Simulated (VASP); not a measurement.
The system is Mg.

```
CELL_PARAMETERS angstrom
3.20930 0.00000 0.00000
-1.60465 2.77934 0.00000
0.00000 0.00000 5.21030
ATOMIC_POSITIONS crystal
Mg 0.66667 0.33333 0.75000
Mg 0.33333 0.66667 0.25000
```

* Program: VASP 6.6.1
* Task: relaxation of cell and atoms
* Functional: BLYP
* Dispersion: D4
* Potentials or basis: VASP PAW PBE potentials, release 64 (Mg)
* Cutoff: 600 eV
* k mesh: 10 × 10 × 5
* Occupations: fermi-dirac, width 0.05 eV
* Spin: no spin polarisation

At the start: pressure 14.2 GPa; volume 23.24 Å³/atom.

Question: Where does the relaxation end?

Answer: Over 26 steps the energy falls by 4.3 meV/atom and the volume is 23.22 Å³/atom (-0.1 %); space group P6_3/mmc (No. 194, to 0.05 Å).

Step by step:
```tsv
step	energy change (eV)	largest force (eV/Å)	pressure (GPa)	volume (Å³)
1	0.0000	0.0000	14.17	46.47
2	0.4034	0.0000	-5.56	61.71
3	0.2191	0.0000	-5.03	56.18
4	0.1298	0.0000	-4.39	53.14
5	0.0480	0.0000	-3.26	49.74
6	0.0185	0.0000	-2.51	48.09
7	0.0070	0.0000	-2.09	47.28
8	0.0021	0.0000	-1.86	46.87
9	-0.0001	0.0000	-1.74	46.67
10	-0.0011	0.0000	-1.53	46.57
11	-0.0014	0.0000	-0.08	46.52
12	-0.0014	0.0000	0.05	46.52
13	-0.0035	0.0000	-0.15	46.53
14	-0.0072	0.0000	-1.22	46.53
15	-0.0049	0.0000	-1.53	46.50
16	-0.0079	0.0000	-1.49	46.53
17	-0.0084	0.0000	-0.03	46.47
18	-0.0084	0.0000	0.58	46.46
19	-0.0084	0.0000	0.40	46.46
20	-0.0084	0.0000	0.48	46.46
21	-0.0085	0.0000	0.72	46.45
22	-0.0086	0.0000	1.08	46.43
23	-0.0086	0.0000	0.31	46.43
24	-0.0086	0.0000	0.28	46.43
25	-0.0086	0.0000	0.24	46.43
26	-0.0086	0.0000	0.11	46.43
```

Final structure:
```xyz
2
Lattice="3.1598 0.0000 0.0000 -1.5799 2.7365 0.0000 0.0000 0.0000 5.3702" Properties=species:S:1:pos:R:3 pbc="T T T"
Mg    1.5799    0.9122    4.0276
Mg    0.0000    1.8243    1.3425
```

Caveat: the PAW data sets were made with another functional, which shifts forces and pressure a little; pairwise dispersion overbinds metals, which lowers pressure and volume.
